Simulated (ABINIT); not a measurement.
# BeTe (F-43m): G0W0 with and without spin-orbit coupling, part 2 of 2

Wanted: the effect of spin-orbit coupling on the quasiparticle gap of BeTe (F-43m).

ABINIT 10.8.3; PBE and many-body steps on it, plane waves. Known limits of the many-body steps: not at the basis limit; exchange with frozen shells missing; screening head approximate; no spin-orbit coupling in some runs; coarse k mesh.

So far. Step 4 (Scalar-relativistic): The gap on the mesh goes from 1.86 eV to 3.08 eV, a correction of +1.22 eV. Step 5 (Empty states on the mesh, 4×4×4 mesh, 66 bands): On this mesh the gap is 1.565 eV.

The database entry behind the starting cell differs from later determinations by our own check (an axis about 1.5 % short against later determinations), so it need not match the best structure at ambient conditions.

### 7. With spin-orbit coupling

This step: G0W0 on PBE with spin-orbit coupling, plane waves, norm-conserving pseudopotentials.

run.abi

```
acell 3*1.0 Angstrom
rprim 
  0.000000000000 2.770000000000 2.770000000000
  2.770000000000 0.000000000000 2.770000000000
  2.770000000000 2.770000000000 -0.000000000000
ntypat 2
znucl 4 52
natom 2
typat 1 2
xred 
  0.000000000000 0.000000000000 0.000000000000
  0.250000000000 0.250000000000 0.250000000000
pp_dirpath "pseudos"
pseudos "Be.upf, Te.upf"
ecut 38
nspinor 2
ngkpt 4 4 4
nshiftk 1
shiftk 0 0 0
kptopt 1
chksymbreak 0
istwfk *1
occopt 1
irdwfk 1
optdriver 4
nband 60
gwcalctyp 0
ecutsigx 38
symsigma 0
nkptgw 2
kptgw 
  0.0000000000 0.0000000000 0.0000000000
  0.5000000000 0.5000000000 0.0000000000
bdgw 
  17 26
  17 24
ecuteps 3.6
irdscr 1
ppmodel 1
indata_prefix "in"
outdata_prefix "out"
tmpdata_prefix "tmp"
```

Started as:

```
$ OMP_NUM_THREADS=1 mpirun -n 4 abinit run.abi > log
```

Numbers of over 12 decimals in the logs are rounded to 6 here.

Log:

```text
.Version 10.8.3 of ABINIT. v10.8.2 released Aug 2026.

 Symmetries : space group F-4 3 m (#216); Bravais cF (face-center cubic)
[... echo of the input left out ...]
== DATASET  1 ==================================================================
-   mpi_nproc: 4, omp_nthreads: 1 (-1 if OMP is not activated)

--- !DatasetInfo
iteration_state: {dtset: 1, }
dimensions: {natom: 2, nkpt: 8, mband: 60, nsppol: 1, nspinor: 2, nspden: 1, mpw: 3250, }
cutoff_energies: {ecut:  38.0, pawecutdg:  -1.0, }
electrons: {nelect:   2.00000000E+01, charge:   0.00000000E+00, occopt:   1.00000000E+00, tsmear:   1.00000000E-02, }

 SIGMA: Calculation of the GW corrections

 Based on a program developped by R.W. Godby, V. Olevano, G. Onida, and L. Reining.
 Incorporated in ABINIT by V. Olevano, G.-M. Rignanese, and M. Torrent.
.Using double precision arithmetic ; gwpc =  8

[... cell and pseudopotentials left out ...]
--------------------------------------------------------------------------------

 ==== K-mesh for the wavefunctions ====
 Number of points in the irreducible wedge :     8
[... list of points left out ...]
 Together with 24 symmetry operations and time-reversal symmetry
 yields    64 points in the full Brillouin Zone.

 ==== Q-mesh for screening function ====
 Number of points in the irreducible wedge :     8
[... list of points left out ...]
 Together with 24 symmetry operations and time-reversal symmetry
 yields    64 points in the full Brillouin Zone.

 vcoul_init : cutoff-mode = AUXILIARY_FUNCTION
 q-points for optical limit:   1
     1)      0.000010    0.000020    0.000030
 setmesh: FFT mesh size selected  =    45x   45x   45
          total number of points  =        91125

 Number of electrons calculated from density =   20.0000; Expected =   20.0000
[...]
number of omega for Sigma on real axis              0
 max omega for Sigma on real axis  [eV]           0.00
 zcut for avoiding poles [eV]                     0.10

 EPSILON^-1 parameters (SCR file):
 dimension of the eps^-1 matrix on file             89
 dimension of the eps^-1 matrix used                89
 number of plane-waves for wavefunctions          3143
 number of bands                                    60
 number of q-points in IBZ                           8
 number of frequencies                               2
 number of real frequencies                          1
 number of imag frequencies                          1

 matrix elements of self-energy operator (all in [eV])

 Perturbative Calculation

--- !SelfEnergy_ee
iteration_state: {dtset: 1, }
kpoint     : [   0.000,    0.000,    0.000, ]
spin       : 1
KS_gap     :    3.265
QP_gap     :    4.901
Delta_QP_KS:    1.636
data: !SigmaeeData |
     Band     E0 <VxcDFT>   SigX SigC(E0)      Z dSigC/dE  Sig(E)    E-E0       E
       17   4.965 -12.572 -15.212   1.872   0.808  -0.238 -13.193  -0.621   4.344
       18   4.965 -12.572 -15.210   1.875   0.808  -0.238 -13.189  -0.617   4.347
       19   4.965 -12.572 -15.221   1.878   0.808  -0.238 -13.194  -0.623   4.342
[...]
--- !SelfEnergy_ee
iteration_state: {dtset: 1, }
kpoint     : [   0.500,    0.500,    0.000, ]
spin       : 1
KS_gap     :    4.489
QP_gap     :    5.822
Delta_QP_KS:    1.333
data: !SigmaeeData |
     Band     E0 <VxcDFT>   SigX SigC(E0)      Z dSigC/dE  Sig(E)    E-E0       E
[...]
23   7.287  -9.758  -5.508  -3.289   0.810  -0.234  -8.980   0.779   8.065
       24   7.287  -9.758  -5.507  -3.290   0.810  -0.234  -8.980   0.779   8.065

== END DATASET(S) ==============================================================
================================================================================

 -outvars: echo values of variables after computation  --------
           etotal      0.0000000000E+00
            nband          60
             nkpt           8
          spgroup         216
 [... the other variables as echoed above ...]

 Calculation completed.
```

Elapsed: 1.9 min, on 4 MPI ranks of Arm Neoverse N1, shared host; peak memory 1.2 GiB.

Numbers from this step:

* G0W0 gap on the points computed: 2.764 eV
* starting gap on the mesh: 1.565 eV
* k of the valence top: 0, 0, 0
* k of the conduction bottom: 0.5, 0.5, 0
* Z at the valence top: 0.808
* Z at the conduction bottom: 0.816
* least direct G0W0 gap on the computed points: 4.896 eV

Against G0W0 in ABINIT (4×4×4 mesh, 30 bands, screening to 98 eV, Godby-Needs plasmon pole), the gap moves by −0.317 eV.

### 8. The runs together

Times are wall times on 4 MPI ranks of Arm Neoverse N1, shared host, good to a factor of about two. A run's time includes the screening step that it read.

```tsv
run	mesh	bands	screening cutoff (eV)	DFT gap (eV)	gap on the mesh (eV)	direct (eV)	ε∞ used	time
scalar-relativistic	4×4×4	30	98	1.864	3.081	5.234	7.82	16 s
with spin-orbit coupling	4×4×4	60	98	1.565	2.764	4.896	7.88	3.3 min
```

### 9. Outcome

| Quantity | Value |
| --- | --- |
| scalar-relativistic | 3.081 eV |
| with spin-orbit coupling | 2.764 eV |
| known limits | not at the basis limit; exchange with frozen shells missing; screening head approximate; no spin-orbit coupling in some runs; coarse k mesh |

In words: With spin-orbit coupling: −0.317 eV against scalar-relativistic, −0.299 eV of it in the start. Bands and cutoff are finite, so the gap is not at the basis limit. The miss can reach some tenths of an eV and take either sign; the mesh is an error of its own. In the G0W0 runs levels were corrected at 2 k points alone, so a gap called «on the mesh» is the least over those, and an edge elsewhere would be missed. The 4×4×4 mesh is coarse for this cell, which bears on the long-range parts of exchange and screening. The norm-conserving file of at least one element keeps a d shell over frozen s and p shells of the same row. Exchange with those shells is missing from the self-energy, an error of 0.3 to 0.9 eV in cases checked, whose sign depends on which edge lies on those atoms. The long-wavelength limit of the screening leaves out the non-local commutator, which shifts ε∞.

[Paths, hosts, dates, memory and timing lines, banners, echoed tables and standing remarks are left out of the program output.]

[Logs are printed without paths, hosts, clocks, repeated set-up lines and the standing remarks that a program may print on its own settings, such as how far it seeks lower states.]

[Runs of the session that timed out or met a known fault of the program may be left out.]

[Hosts, paths, dates, database ids (printed as entryN), source tags and the programs' standing remarks are cut or masked in the printed files.]

[G0W0 gaps are taken among the corrected bands and points alone; a level outside them can change the order at an edge.]

[Where Ansatz stands beside ABINIT at settings called matched, ABINIT's density can come from a denser mesh and the files from another edition; pairs whose starting gaps differed by over 0.03 eV were left out, so agreement reads better than it is.]
